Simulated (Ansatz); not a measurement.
# Antimony, fcc under BLYP: structure, energy and stiffness, part 2 of 2

What does BLYP give for antimony in the fcc structure? We relax it, solve it on a dense k-mesh, then scale the cell to 7 volumes from 88 to 112 % of the relaxed one and try a fit of the equation of state. Spin polarisation is left out. The k-meshes are 11×11×11 for the relaxation; 18×18×18 for the dense run; 12×12×12 for the volumes.

Ansatz 0.2.0; DFT, BLYP, plane waves (420 eV) with PAW, scalar-relativistic.

### 6 The cell scaled to 96 % of its volume

input.yaml reads:

```yaml
crystal:
  lattice:
    - [0.0, 2.4425472357, 2.4425472357]
    - [2.4425472357, 0.0, 2.4425472357]
    - [2.4425472357, 2.4425472357, 0.0]
  atoms:
    - { symbol: Sb, position: [0.0, 0.0, 0.0] }
hamiltonian:
  xc: blyp
  pseudopotentials:
    kind: paw
    azcp:
      Sb: "pseudopotentials/Sb.paw.azcp"
basis:
  ecutwfc: 420
  fft_grid_basis: typed
kpoints:
  mp_grid: { grid: [12, 12, 12], shift: [0, 0, 0] }
magnetization:
  spin_polarized: false
scf:
  occupations: { method: fermi_dirac, width: 0.1 }
  lower_state_search: "off"
output:
  stress: true
  write_density: true
  write_potential: true
  elf: true
  volumetric_format: npy
```

Output, shortened:

```text
Warning: RAYON_NUM_THREADS=2 ignored (pool sized by the plan → 2); use --threads N
[...]
Pseudopotentials: kind: paw
Pseudopotential: Sb, paw, valence charge 15, recommended cutoff 420 eV (normal), <dir>
Functional definition: BLYP
[...]
Crystal: 1 atoms, lattice volume = 29.145 Å³
Basis set: ecut = 420 eV, 537 PW (Γ), exchange–correlation on 48×48×48 points (8 copies of the dense FFT grid, shifted against one another)
Bands: 12, of which v1, the nominal top of the filled ones, is band 8 counted from 1 (7 counted from 0)
Symmetry: 48 space group operations
Space group: Fm-3m (ITA 225), of the structure as read, at distance tolerance 3.1e-5 Å
k-points: 72 of 1728
[...]
SCF iter   1: F=—  HF=-6500.746625 eV  |F-HF|=—  |Δ(HF+E_count)|=         —  Δρ=7.02e-3  dr2=1.25e-2  ethr=1.77e-3  ⟨swp⟩=5.1  Hψ=5048  notcnv=0
[...]
SCF iter   6: F=-6500.742785 eV  HF=-6500.742785 eV  |F-HF|=2.65e-9  |Δ(HF+E_count)|=   7.70e-7  Δρ=3.13e-6  dr2=2.73e-9  ethr=6.67e-10  ⟨swp⟩=8.3  Hψ=6236  notcnv=0
[...]
SCF converged after 6 iterations
Free energy (F): -6500.742785 eV
[...]
E sigma→0 (E₀):  -6500.730691 eV
Entropy (-TS):   -0.024189 eV (-24.189 meV/atom)
Fermi energy:    10.895166 eV
[...]
--- Stress (GPa, compression-positive) ---
        2.087679      -0.000000      -0.000000
        0.000000       2.087679      -0.000000
        0.000000       0.000000       2.087679
  P = ⅓ Tr σ = 2.0877 GPa (20.877 kbar)
--- Band table (eV; the first three rows and the last of 72) ---
  k-point 0: bands = ["-18.3700", "-18.3700", "-18.3700", "-18.3422", "-18.3422", "-1.4748", "15.4523", "15.4523", "15.4523", "21.1862", "21.1862", "21.1862"]
[...]
```

It took 1 s on 2 threads of an Arm CPU, shared host; peak memory 0.29 GiB.

The maps below are laid out on this run's own conventional cell (a, b, c = 4.885, 4.885, 4.885 Å).

Density in a lattice plane of the grid's cell (edges 4.89 and 4.89 Å, at 0.000 of the third edge), which holds Sb.

Ten even steps from '0' (0.04 e/Å³) to '9' (23.02 e/Å³):
```
652100000000000000000125
221000000000000000000012
000000000000000000000000
000000000000000000000000
000000000000000000000000
000000000000000000000000
000000000000000000000000
000000000012221000000000
000000000125652100000000
000000000137973100000000
000000000125652100000000
000000000012221000000000
000000000000000000000000
000000000000000000000000
000000000000000000000000
000000000000000000000000
000000000000000000000000
221000000000000000000012
652100000000000000000125
973100000000000000000137
```
Columns run along the first of these edges and rows up along the second, over one cell in 24 and 20 even steps from the bottom left corner. Atoms in the plane (fractional): Sb at (0.00, 0.00), Sb at (0.50, 0.50).

ELF in the same plane.

Ten even steps from ' ' (0.00) to '@' (0.45):
```
    ..==##@@@@%%++--..........--++%%@@@@##==..  
..::==**%%@@@@%%++--::::::::::--++%%@@@@%%**==::
****##%%@@@@@@**==================**@@@@@@%%##**
%%%%@@@@@@@@##******##%%%%%%##******##@@@@@@@@%%
@@@@@@@@%%##**##%%@@@@@@@@@@@@@@%%##**##%%@@@@@@
%%%%##******##@@@@@@@@%%%%%%@@@@@@@@##******##%%
==========**@@@@@@%%##******##%%@@@@@@**========
::::::--++%%@@@@%%**==::..::==**%%@@@@%%++--::::
......--++%%@@@@##==..      ..==##@@@@%%++--....
......--**@@@@%%##--          --##%%@@@@**--....
......--++%%@@@@##==..      ..==##@@@@%%++--....
::::::--++%%@@@@%%**==::..::==**%%@@@@%%++--::::
==========**@@@@@@%%##******##%%@@@@@@**========
%%%%##******##@@@@@@@@%%%%%%@@@@@@@@##******##%%
@@@@@@@@%%##**##%%@@@@@@@@@@@@@@%%##**##%%@@@@@@
%%%%@@@@@@@@##******##%%%%%%##******##@@@@@@@@%%
****##%%@@@@@@**==================**@@@@@@%%##**
..::==**%%@@@@%%++--::::::::::--++%%@@@@%%**==::
    ..==##@@@@%%++--..........--++%%@@@@##==..  
      --##%%@@@@**--..........--**@@@@%%##--    
```
Columns run along the first of these edges and rows up along the second, over one cell in 24 and 20 even steps from the bottom left corner. Atoms in the plane (fractional): Sb at (0.00, 0.00), Sb at (0.50, 0.50).

Both are smooth fields of the valence electrons: close to the nuclei they are not physical.

The highest ELF values outside the cores: 0.47 beside Sb, off the lines to its neighbours, 1.3 Å from Sb.

### 7 The cell scaled to 100 % of its volume

input.yaml, as its differences from that of step 6:

```diff
@@ -2,5 +2,5 @@
   lattice:
-    - [0.0, 2.4425472357, 2.4425472357]
-    - [2.4425472357, 0.0, 2.4425472357]
-    - [2.4425472357, 2.4425472357, 0.0]
+    - [0.0, 2.4760109453, 2.4760109453]
+    - [2.4760109453, 0.0, 2.4760109453]
+    - [2.4760109453, 2.4760109453, 0.0]
   atoms:
@@ -25,5 +25 @@
   stress: true
-  write_density: true
-  write_potential: true
-  elf: true
-  volumetric_format: npy
```

Output, shortened:

```text
Warning: RAYON_NUM_THREADS=2 ignored (pool sized by the plan → 2); use --threads N
[...]
[... 3 set-up lines as earlier in the session ...]
[...]
Crystal: 1 atoms, lattice volume = 30.359 Å³
Basis set: ecut = 420 eV, 609 PW (Γ), exchange–correlation on 48×48×48 points (8 copies of the dense FFT grid, shifted against one another)
Bands: 12, of which v1, the nominal top of the filled ones, is band 8 counted from 1 (7 counted from 0)
[... 2 set-up lines as earlier in the session ...]
k-points: 72 of 1728
[...]
SCF iter   1: F=—  HF=-6500.754633 eV  |F-HF|=—  |Δ(HF+E_count)|=         —  Δρ=6.81e-3  dr2=1.28e-2  ethr=1.77e-3  ⟨swp⟩=5.1  Hψ=5058  notcnv=0
[...]
SCF iter   6: F=-6500.750673 eV  HF=-6500.750673 eV  |F-HF|=6.68e-9  |Δ(HF+E_count)|=   8.51e-7  Δρ=4.28e-6  dr2=5.66e-9  ethr=6.67e-10  ⟨swp⟩=3.7  Hψ=3314  notcnv=0
[...]
SCF converged after 6 iterations
Free energy (F): -6500.750673 eV
[...]
E sigma→0 (E₀):  -6500.738198 eV
Entropy (-TS):   -0.024949 eV (-24.949 meV/atom)
Fermi energy:    10.287753 eV
[...]
--- Stress (GPa, compression-positive) ---
        0.067728       0.000000      -0.000000
       -0.000000       0.067728       0.000000
        0.000000      -0.000000       0.067728
  P = ⅓ Tr σ = 0.0677 GPa (0.677 kbar)
```

Wall time 0.74 s (2 threads of an Arm CPU, shared host); peak memory 0.29 GiB.

### 8 The cell scaled to 104 % of its volume

input.yaml, as its differences from that of step 7:

```diff
@@ -2,5 +2,5 @@
   lattice:
-    - [0.0, 2.4760109453, 2.4760109453]
-    - [2.4760109453, 0.0, 2.4760109453]
-    - [2.4760109453, 2.4760109453, 0.0]
+    - [0.0, 2.5085937731, 2.5085937731]
+    - [2.5085937731, 0.0, 2.5085937731]
+    - [2.5085937731, 2.5085937731, 0.0]
   atoms:
```

Output, shortened:

```text
Warning: RAYON_NUM_THREADS=2 ignored (pool sized by the plan → 2); use --threads N
[...]
[... 3 set-up lines as earlier in the session ...]
[...]
Crystal: 1 atoms, lattice volume = 31.573 Å³
Basis set: ecut = 420 eV, 609 PW (Γ), exchange–correlation on 48×48×48 points (8 copies of the dense FFT grid, shifted against one another)
Bands: 12, of which v1, the nominal top of the filled ones, is band 8 counted from 1 (7 counted from 0)
[... 1 set-up line as earlier in the session ...]
Space group: Fm-3m (ITA 225), of the structure as read, at distance tolerance 3.2e-5 Å
k-points: 72 of 1728
[...]
SCF iter   1: F=—  HF=-6500.748990 eV  |F-HF|=—  |Δ(HF+E_count)|=         —  Δρ=6.63e-3  dr2=1.33e-2  ethr=1.77e-3  ⟨swp⟩=5.1  Hψ=5067  notcnv=0
[...]
SCF iter   6: F=-6500.744846 eV  HF=-6500.744846 eV  |F-HF|=1.08e-9  |Δ(HF+E_count)|=   3.61e-7  Δρ=2.27e-6  dr2=1.64e-9  ethr=6.67e-10  ⟨swp⟩=3.7  Hψ=3317  notcnv=0
[...]
SCF converged after 6 iterations
Free energy (F): -6500.744846 eV
[...]
E sigma→0 (E₀):  -6500.731832 eV
Entropy (-TS):   -0.026029 eV (-26.029 meV/atom)
Fermi energy:    9.725689 eV
[...]
--- Stress (GPa, compression-positive) ---
       -1.544135      -0.000000       0.000000
       -0.000000      -1.544135      -0.000000
        0.000000       0.000000      -1.544135
  P = ⅓ Tr σ = -1.5441 GPa (-15.441 kbar)
```

Run time: 0.77 s. Hardware: 2 threads of an Arm CPU, shared host; peak memory 0.29 GiB.

### 9 The cell scaled to 108 % of its volume

input.yaml, as its differences from that of step 8:

```diff
@@ -2,5 +2,5 @@
   lattice:
-    - [0.0, 2.5085937731, 2.5085937731]
-    - [2.5085937731, 0.0, 2.5085937731]
-    - [2.5085937731, 2.5085937731, 0.0]
+    - [0.0, 2.5403514961, 2.5403514961]
+    - [2.5403514961, 0.0, 2.5403514961]
+    - [2.5403514961, 2.5403514961, 0.0]
   atoms:
@@ -25 +25,5 @@
   stress: true
+  write_density: true
+  write_potential: true
+  elf: true
+  volumetric_format: npy
```

Output, shortened:

```text
Warning: RAYON_NUM_THREADS=2 ignored (pool sized by the plan → 2); use --threads N
[...]
[... 3 set-up lines as earlier in the session ...]
[...]
Crystal: 1 atoms, lattice volume = 32.788 Å³
Basis set: ecut = 420 eV, 645 PW (Γ), exchange–correlation on 50×50×50 points (8 copies of the dense FFT grid, shifted against one another)
Bands: 12, of which v1, the nominal top of the filled ones, is band 8 counted from 1 (7 counted from 0)
[... 2 set-up lines as earlier in the session ...]
k-points: 72 of 1728
[...]
SCF iter   1: F=—  HF=-6500.732531 eV  |F-HF|=—  |Δ(HF+E_count)|=         —  Δρ=6.48e-3  dr2=1.38e-2  ethr=1.77e-3  ⟨swp⟩=5.1  Hψ=5090  notcnv=0
[...]
SCF iter   6: F=-6500.728111 eV  HF=-6500.728111 eV  |F-HF|=1.26e-8  |Δ(HF+E_count)|=   5.91e-7  Δρ=5.48e-6  dr2=1.08e-8  ethr=6.67e-10  ⟨swp⟩=8.1  Hψ=6131  notcnv=0
[...]
SCF converged after 6 iterations
Free energy (F): -6500.728111 eV
[...]
E sigma→0 (E₀):  -6500.714428 eV
Entropy (-TS):   -0.027366 eV (-27.366 meV/atom)
Fermi energy:    9.203203 eV
[...]
--- Stress (GPa, compression-positive) ---
       -2.822418       0.000000      -0.000000
       -0.000000      -2.822418       0.000000
       -0.000000      -0.000000      -2.822418
  P = ⅓ Tr σ = -2.8224 GPa (-28.224 kbar)
--- Band table (eV; the first three rows and the last of 72) ---
  k-point 0: bands = ["-20.0217", "-20.0217", "-20.0217", "-20.0047", "-20.0047", "-2.3978", "13.0161", "13.0161", "13.0161", "19.0503", "19.0503", "19.0503"]
[...]
```

Run time: 1.1 s. Hardware: 2 threads of an Arm CPU, shared host; peak memory 0.3 GiB.

### 10 The cell scaled to 112 % of its volume

input.yaml, as its differences from that of step 9:

```diff
@@ -2,5 +2,5 @@
   lattice:
-    - [0.0, 2.5403514961, 2.5403514961]
-    - [2.5403514961, 0.0, 2.5403514961]
-    - [2.5403514961, 2.5403514961, 0.0]
+    - [0.0, 2.5713344459, 2.5713344459]
+    - [2.5713344459, 0.0, 2.5713344459]
+    - [2.5713344459, 2.5713344459, 0.0]
   atoms:
@@ -25,5 +25 @@
   stress: true
-  write_density: true
-  write_potential: true
-  elf: true
-  volumetric_format: npy
```

Output, shortened:

```text
Warning: RAYON_NUM_THREADS=2 ignored (pool sized by the plan → 2); use --threads N
[...]
[... 3 set-up lines as earlier in the session ...]
[...]
Crystal: 1 atoms, lattice volume = 34.002 Å³
Basis set: ecut = 420 eV, 645 PW (Γ), exchange–correlation on 50×50×50 points (8 copies of the dense FFT grid, shifted against one another)
Bands: 12, of which v1, the nominal top of the filled ones, is band 8 counted from 1 (7 counted from 0)
[... 2 set-up lines as earlier in the session ...]
k-points: 72 of 1728
[...]
SCF iter   1: F=—  HF=-6500.707398 eV  |F-HF|=—  |Δ(HF+E_count)|=         —  Δρ=6.31e-3  dr2=1.42e-2  ethr=1.77e-3  ⟨swp⟩=5.1  Hψ=5094  notcnv=0
[...]
SCF iter   7: F=-6500.702738 eV  HF=-6500.702738 eV  |F-HF|=1.92e-9  |Δ(HF+E_count)|=   7.28e-8  Δρ=2.04e-6  dr2=1.35e-9  ethr=6.67e-10  ⟨swp⟩=4.8  Hψ=2568  notcnv=0
[...]
SCF converged after 7 iterations
Free energy (F): -6500.702738 eV
[...]
E sigma→0 (E₀):  -6500.688312 eV
Entropy (-TS):   -0.028853 eV (-28.853 meV/atom)
Fermi energy:    8.715760 eV
[...]
--- Stress (GPa, compression-positive) ---
       -3.832370      -0.000000      -0.000000
        0.000000      -3.832370       0.000000
       -0.000000       0.000000      -3.832370
  P = ⅓ Tr σ = -3.8324 GPa (-38.324 kbar)
```

It took 0.82 s on 2 threads of an Arm CPU, shared host; peak memory 0.29 GiB.

### 11 The equation of state

The cell was scaled evenly, with its shape and the fractional positions fixed.

```
V (Å³/atom)  E − E₀ (meV/atom)  P from the stress (GPa)  P from the fit (GPa)
     26.716               78.5                     7.73                  7.77
     27.930               32.2                     4.61                  4.58
     29.145                7.5                     2.09                  2.04
     30.359                0.0                     0.07                  0.01
     31.573                6.3                    -1.54                 -1.61
     32.788               23.7                    -2.82                 -2.92
     34.002               49.8                    -3.83                 -3.96
```

Fit (Birch-Murnaghan, third order): V₀ = 30.365 Å³/atom, B₀ = 45 GPa, B₀′ = 4.6, largest residual 0.06 meV/atom.

Fit and stress differ a little: one follows E(σ → 0), the other the smeared free energy.

### 12 What came out

What follows sums up all 2 parts.

| quantity | value |
| --- | --- |
| space group (spins left aside) | Fm-3m (No. 225) |
| conventional cell | a = 4.952 Å |
| volume | 30.359 Å³/atom |
| shortest distance | 3.502 Å |
| gap on the mesh | none (levels filled in part) |
| relative to A7 rhombohedral | +564 meV/atom |
| V₀, B₀, B₀′ | 30.365 Å³/atom, 45 GPa, 4.6 |

**Reading.** From the guessed start the volume grew by 11.7 % in 5 steps. Against the reference form of antimony (A7 rhombohedral, computed apart with the same settings) it stands 564 meV/atom higher. No gap shows: it is a metal or semimetal at this level. B₀ comes out at 45 GPa. Relaxation kept the symmetry; phonons were not checked.
